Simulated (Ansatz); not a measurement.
**Ga: how the settings move a relaxation**

How sensitive is a relaxation of Ga to its settings? A reference run comes first, then one run with altered input.

Computed with Ansatz 0.2.0 (reference: DFT, PBEsol, PAW with Ansatz's default frozen-core files, scalar-relativistic, unless a step's input says otherwise).

## Step 1: The structure to begin with

The structure is monoclinic, space group P2_1/m (No. 11). Conventional cell: a = 2.900 Å, b = 3.170 Å, c = 4.316 Å, α = 90.00°, β = 109.63°, γ = 90.00°. Ga (site symmetry m) is surrounded by 8 Ga at 2.70 to 2.90 Å.

The space group P2_1/m holds at a tolerance of 0.01 Å; at 0.001 Å the coordinates give P-1. 

Structure file:

```xyz
2
Lattice="1.4500 -4.0650 0.0000 1.4500 4.0650 0.0000 0.0000 0.0000 3.1700" Properties=species:S:1:pos:R:3 pbc="T T T"
Ga    1.4863   -3.0553    0.7840
Ga    1.4170    2.8919    2.3723
```

## Step 2: Baseline

Contents of input.yaml:

```yaml
crystal:
  lattice:
    - [1.45, -4.065, 0.0]
    - [1.45, 4.065, 0.0]
    - [0.0, 0.0, 3.17]
  atoms:
    - { symbol: Ga, position: [0.88830816, 0.13669605, 0.2473129] }
    - { symbol: Ga, position: [0.13292319, 0.84434594, 0.74836617] }
kpoints:
  mp_grid: { grid: [8, 8, 7] }
scf:
  occupations: { method: fermi_dirac, width: 0.05 }
hamiltonian:
  xc: pbesol
  pseudopotentials: { kind: paw }
output:
  forces: true
  stress: true
  efg: { contact_densities: true }
  write_density: true
  write_potential: true
  elf: true
  volumetric_format: npy
relax:
  f_tol: 0.01
  max_steps: 80
```

The run is started by

```
> ansatz run input.yaml --threads 1 --pin off --max-ram 2048MiB --backend cpu --events-out ev --progress --plain --runs-dir out
```

## Step 3: Variant: symmetry.detect false

Edit input.yaml of step 2 so:

```diff
@@ -8,2 +8,3 @@
     - { symbol: Ga, position: [0.13292319, 0.84434594, 0.74836617] }
+  symmetry: { detect: false }
 kpoints:
@@ -19,6 +20,2 @@
   efg: { contact_densities: true }
-  write_density: true
-  write_potential: true
-  elf: true
-  volumetric_format: npy
 relax:
```

**Question.** What will these runs give? Wanted: for each run, ending; energy change; pressure; gap; force.

**Answer**, as computed:

| run | ending | energy change | pressure (GPa) | gap (eV) | force (eV/Å) | cycles | time |
| --- | --- | --- | --- | --- | --- | --- | --- |
| reference | converged | 0 | -2.0 | 0.00 | 0.00 | 21 | 31 s |
| 1: symmetry.detect false | converged | 0.0 meV/atom | -2.0 | 0.00 | 0.00 | 21 | 36 s |

Times don't compare one to one where runs were asked for different outputs or read a saved state (see the inputs); cycles may leave out searches for a lower state.

Energy and cycle count are those of the reference, so the change (use of symmetry) left the result and the number of cycles as they were.
